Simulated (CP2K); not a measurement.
Rh:

```
Rh
1.0
     2.68397    0.00000    0.00000
     1.34198    2.32438    0.00000
     1.34198    0.77479    2.19145
Rh
1
Cartesian
  0.0000 0.0000 0.0000
```

Program: CP2K 2026.2. Alike in all runs: task band structure; no spin polarisation; cell as given; k mesh 12 × 12 × 12; smearing fermi-dirac 0.05 eV.

Problem. Order these runs on this cell by their pressure, lowest first.
A. level PBE; potentials or basis POTENTIAL_UZH Rh GTH-PBE-q17; DZVP-MOLOPT-PBE-GTH basis; basis sets Rh DZVP-MOLOPT-PBE-GTH-q17; CUTOFF of the grids 500 Ry
B. level LDA; potentials or basis POTENTIAL_UZH Rh GTH-PBE-q17; TZVP-MOLOPT-PBE-GTH basis; basis sets Rh TZVP-MOLOPT-PBE-GTH-q17; CUTOFF of the grids 675 Ry
C. level r2SCAN; potentials or basis POTENTIAL_UZH Rh GTH-PBE-q17; TZVP-MOLOPT-PBE-GTH basis; basis sets Rh TZVP-MOLOPT-PBE-GTH-q17; CUTOFF of the grids 675 Ry
D. level PBE; potentials or basis POTENTIAL_UZH Rh GTH-PBE-q17; ccGRB-D basis; basis sets Rh ccGRB-D-q17; CUTOFF of the grids 500 Ry
E. level vdW-DF2; potentials or basis POTENTIAL_UZH Rh GTH-PBE-q17; TZVP-MOLOPT-PBE-GTH basis; basis sets Rh TZVP-MOLOPT-PBE-GTH-q17; CUTOFF of the grids 675 Ry; cutoff of the non-local correlation (Ry) 300

Solution. B (-7.0 GPa), C (2.4 GPa), A (10.9 GPa), D (13.1 GPa), E (33.1 GPa).

Caveats: the basis of atomic orbitals isn't converged, which shifts pressures, moduli and gaps; the potentials were made for another functional, which shifts forces and pressure (some runs); a pressure of tens of GPa on the cell as given is suspect, and the run, the potentials or the cell itself is likely at fault (some runs).
